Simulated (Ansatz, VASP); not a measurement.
# Hf in VASP and in Ansatz

```
CELL_PARAMETERS angstrom
2.83221 0.00000 0.00000
0.00000 2.83221 0.00000
0.00000 0.00000 2.83221
ATOMIC_POSITIONS crystal
Hf 0.00000 0.00000 0.00000
```

Alike in both runs: task single point; functional BLYP; k mesh 12 × 12 × 12; occupations fermi-dirac, width 0.1 eV; no spin polarisation.

|  | VASP | Ansatz |
| --- | --- | --- |
| version | VASP 6.6.1 | Ansatz 0.2.0 |
| potentials or method | VASP PAW PBE potentials, release 64 (Hf_pv) | plane waves (420 eV) with PAW, scalar-relativistic |
| plane-wave cutoff (eV) | 520 | 420 |
| valence electrons in the cell | 10 | 26 |

Ansatz gave:

```
pressure (GPa) : 11.1
```

Question: What did VASP give for the same quantities?

Answer: Pressure (GPa): 11.2.

The two sets of potentials don't hold the same shells in valence.

Caveats: the PAW data sets were made with another functional, which shifts forces and pressure a little (VASP). The runs have no spin-orbit coupling, so splittings on Hf are missing.
